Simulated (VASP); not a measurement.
# Al (Fm-3m) in VASP: notebook, part 2 of 2

VASP 6.6.1. The steps go on from the part before.

### Step 6. Single point, PBE

Input file INCAR:

```
SYSTEM = Al
PREC = Accurate
ENCUT = 300
EDIFF = 1E-7
ISMEAR = -1
SIGMA = 0.15
LREAL = .False.
LASPH = .True.
NELM = 100
ALGO = Normal
ISIF = 2
LWAVE = .False.
LCHARG = .False.
GGA = PE
NBANDS = 8
ADDGRID = .False.
```

Input file KPOINTS:

```
regular mesh
0
Gamma
  12 12 12
  0 0 0
```

Input file POSCAR:

```
Al
1.0
    0.0000000000      2.0248050000      2.0248050000
    2.0248050000      0.0000000000      2.0248050000
    2.0248050000      2.0248050000      0.0000000000
Al
1
Direct
    0.0000000000      0.0000000000      0.0000000000
```

Potentials or basis: VASP PAW PBE potentials, release 64 (Al).

On the command line:

```sh
$ cat potpaw_PBE.64/Al/POTCAR > POTCAR
$ mpirun -np 1 vasp_std > vasp.out
```

OUTCAR:

```text
SYSTEM = Al
   PREC = Accurate
   ENCUT = 300
   EDIFF = 1E-7
   ISMEAR = -1
   LREAL = .False.
   LASPH = .True.
   NELM = 100
   ISIF = 2
   GGA = PE

 Found     72 irreducible k-points:

 Following reciprocal coordinates:
            Coordinates               Weight
  0.000000  0.000000  0.000000      1.000000
  0.083333  0.000000  0.000000      8.000000
  0.166667  0.000000  0.000000      8.000000
  0.250000  0.000000  0.000000      8.000000
  0.333333  0.000000  0.000000      8.000000
  0.416667  0.000000  0.000000      8.000000
   k-points           NKPTS =     72   k-points in BZ     NKDIM =     72   number of bands    NBANDS=      8
   number of dos      NEDOS =    301   number of ions     NIONS =      1
   total plane-waves  NPLWV =   4096
   dimension x,y,z NGX =    16 NGY =   16 NGZ =   16
   dimension x,y,z NGXF=    32 NGYF=   32 NGZF=   32
   ions per type =               1
   NGX,Y,Z   is equivalent  to a cutoff of   9.29,  9.29,  9.29 a.u.
   NGXF,Y,Z  is equivalent  to a cutoff of  18.58, 18.58, 18.58 a.u.
 SYSTEM =  Al
   PREC   = accura    normal or accurate (medium, high low for compatibility)
   ISTART =      0    job   : 0-new  1-cont  2-samecut
   ICHARG =      2    charge: 1-file 2-atom 10-const
   ISPIN  =      1    spin polarized calculation?
   LNONCOLLINEAR =      F non collinear calculations
   LSORBIT =      F    spin-orbit coupling
   LASPH  =      T    aspherical Exc in radial PAW
   ENCUT  =  300.0 eV  22.05 Ry    4.70 a.u.   4.04  4.04  4.04*2*pi/ulx,y,z
   NELM   =    100;   NELMIN=  2; NELMDL= -5     # of ELM steps
   EDIFF  = 0.1E-06   stopping-criterion for ELM
   LREAL  =      F    real-space projection
   EDIFFG = 0.1E-05   stopping-criterion for IOM
   NSW    =      0    number of steps for IOM
   IBRION =     -1    ionic relax: 0-MD 1-quasi-New 2-CG
   NFREE  =      0    steps in history (QN), initial steepest desc. (CG)
   ISIF   =      2    stress and relaxation
   ISYM   =      2    0-nonsym 1-usesym 2-fastsym
   POTIM  = 0.5000    time-step for ionic-motion
   TEBEG  =    0.0;   TEEND  =   0.0 temperature during run
   PSTRESS=    0.0 pullay stress
   NELECT =       3.0000    total number of electrons
   NUPDOWN=      -1.0000    fix difference up-down
   EMIN   =  10.00;   EMAX   =-10.00  energy-range for DOS
   EFERMI =   0.00;   METHOD = LEGACY
   ISMEAR =    -1;   SIGMA  =   0.15  broadening in eV -4-tet -1-fermi 0-gaus
   EFERMI_NEDOS =   21; number of points for ismear=-14 and -15
   IALGO  =     38    algorithm
   IMIX   =      4    mixing-type and parameters
     AMIX     =   0.40;   BMIX     =  1.00
     AMIX_MAG =   1.60;   BMIX_MAG =  1.00
  volume/ion in A,a.u.               =      16.60       112.04
  Fermi-wavevector in a.u.,A,eV,Ry     =   0.925526  1.748991 11.654733  0.856599
  Thomas-Fermi vector in A             =   2.051390
   LORBIT       =      0    0 simple, 1 ext, 2 COOP (PROOUT), +10 PAW based schemes
   GGA     = PE    functional components
   LHFCALC =     F    Hartree Fock is set to
   AEXX    =    0.0000 exact exchange contribution
   IVDW    =     0    specifies the selected vdW correction
   LEPSILON=     F    determine dielectric tensor
   LRPA    =     F    only Hartree local field effects (RPA)
 non-spin polarized calculation
  energy-cutoff  :      300.00
  volume of cell :       16.60
 maximum number of plane-waves:       202
   NGX =  9   NGY =  9   NGZ =  9

 number of electron       3.0000000 magnetization

 Free energy of the ion-electron system (eV)
  ---------------------------------------------------
  ext. energy  EPLUGINS =         0.00000000
  ---------------------------------------------------
  free energy    TOTEN  =        -3.76373642 eV

  energy without entropy =       -3.73630075  energy(sigma->0) =       -3.75001858

 E-fermi :   7.8614     XC(G=0): -10.1737

 val. band max:        7.7025135607   @ k =   0.5000   0.2500   0.0833
 cond. band min:       7.8840580937   @ k =  -0.4167   0.4167   0.0833
 fundamental gap:      0.1815445330
 Fermi energy:         7.8613799926

 k-point     1 :       0.0000    0.0000    0.0000
  band No.  band energies     occupation
      1      -3.1548      2.00000
      2      20.5617      0.00000
      3      20.5617      0.00000
      4      20.5617      0.00000
      5      21.9683      0.00000
      6      21.9683      0.00000
      7      21.9683      0.00000
      8      24.3623      0.00000

 k-point     2 :       0.0833    0.0000    0.0000
  band No.  band energies     occupation
      1      -2.9668      2.00000
      2      17.9257      0.00000
      3      19.9725      0.00000
      4      19.9725      0.00000
      5      22.6556      0.00000
      6      22.8470      0.00000
      7      22.8470      0.00000
      8      26.1854      0.00000

 k-point     3 :       0.1667    0.0000    0.0000
  band No.  band energies     occupation
      1      -2.4044      2.00000
      2      14.5650      0.00000
      3      19.2620      0.00000
      4      19.2620      0.00000
      5      22.4761      0.00000
      6      23.9185      0.00000
      7      23.9185      0.00000
      8      25.1956      0.00000

 k-point     4 :       0.2500    0.0000    0.0000
  band No.  band energies     occupation
      1      -1.4720      2.00000
      2      11.3677      0.00000
      3      18.8151      0.00000
      4      18.8151      0.00000
      5      22.2475      0.00000
      6      22.6628      0.00000
      7      22.6628      0.00000
      8      26.6345      0.00000

 k-point     5 :       0.3333    0.0000    0.0000
  band No.  band energies     occupation
      1      -0.1765      2.00000
      2       8.4333      0.04323
      3      18.6735      0.00000
      4      18.6735      0.00000
      5      21.2673      0.00000
      6      21.2673      0.00000
      7      22.2259      0.00000
      8      25.2139      0.00000

 k-point     6 :       0.4167    0.0000    0.0000
  band No.  band energies     occupation
      1       1.4725      2.00000
      2       5.7948      2.00000
      3      18.8465      0.00000
      4      18.8465      0.00000
      5      20.1520      0.00000
      6      20.1520      0.00000
      7      22.4973      0.00000
      8      24.0149      0.00000

 [... further k-points ...]

------------------------ aborting loop because EDIFF is reached ----------------------------------------

  FORCE on cell =-STRESS in cart. coord.  units (eV):
  Direction    XX          YY          ZZ          XY          YZ          ZX
  --------------------------------------------------------------------------------------
  -------------------------------------------------------------------------------------
  Total       -0.0489085     -0.0489085     -0.0489085      0.0000000     -0.0000000      0.0000000
  in kB       -4.7197081     -4.7197081     -4.7197081      0.0000000     -0.0000000      0.0000000
  external PRESSURE =      -4.7197081 kB  Pullay stress =       0.0000000 kB

 VOLUME and BASIS-vectors are now :
 -----------------------------------------------------------------------------
  energy-cutoff  :      300.00
  volume of cell :       16.60
      direct lattice vectors                 reciprocal lattice vectors
     0.000000000  2.024805000  2.024805000    -0.246937359  0.246937359  0.246937359
     2.024805000  0.000000000  2.024805000     0.246937359 -0.246937359  0.246937359
     2.024805000  2.024805000  0.000000000     0.246937359  0.246937359 -0.246937359

 POSITION                                       TOTAL-FORCE (eV/Angst)
 -----------------------------------------------------------------------------------
      0.00000      0.00000      0.00000         0.000000      0.000000     -0.000000
 -----------------------------------------------------------------------------------
    total drift:                                0.000000     -0.000000     -0.000000

  FREE ENERGIE OF THE ION-ELECTRON SYSTEM (eV)
  ---------------------------------------------------
  free  energy   TOTEN  =        -3.7637364152 eV

  energy  without entropy=       -3.7363007512  energy(sigma->0) =       -3.75001858
```

stdout:

```text
POSCAR found type information on POSCAR Al
 POSCAR found :  1 types and       1 ions
 scaLAPACK will be used
 LDA part: xc-table for (Slater+PW92), standard interpolation
 POSCAR, INCAR and KPOINTS ok, starting setup
 FFT: planning ... GRIDC
 FFT: planning ... GRID_SOFT
 FFT: planning ... GRID
 WAVECAR not read
 entering main loop
```

It took 1.7 s on 1 thread of Intel Xeon 6975P-C (Granite Rapids), shared host; peak memory 0.1 GiB.

These settings aren't checked as converged: the numbers below hold their error.

Results:

| Item | Value |
| --- | --- |
| Free energy | -3.7637 eV |
| Pressure | -0.5 GPa |
| Band gap on the k mesh | none (metal or under the smearing width) |

### Step 7. The reference run

An earlier run on the cell as given: functional PBE; potentials or basis VASP PAW PBE potentials, release 64 (Al); cutoff 520 eV; k mesh 11 × 11 × 11; occupations fermi-dirac, width 0.05 eV; no spin polarisation.

* Pressure: -0.5 GPa
* Band gap on the k mesh: none (metal or under the smearing width)
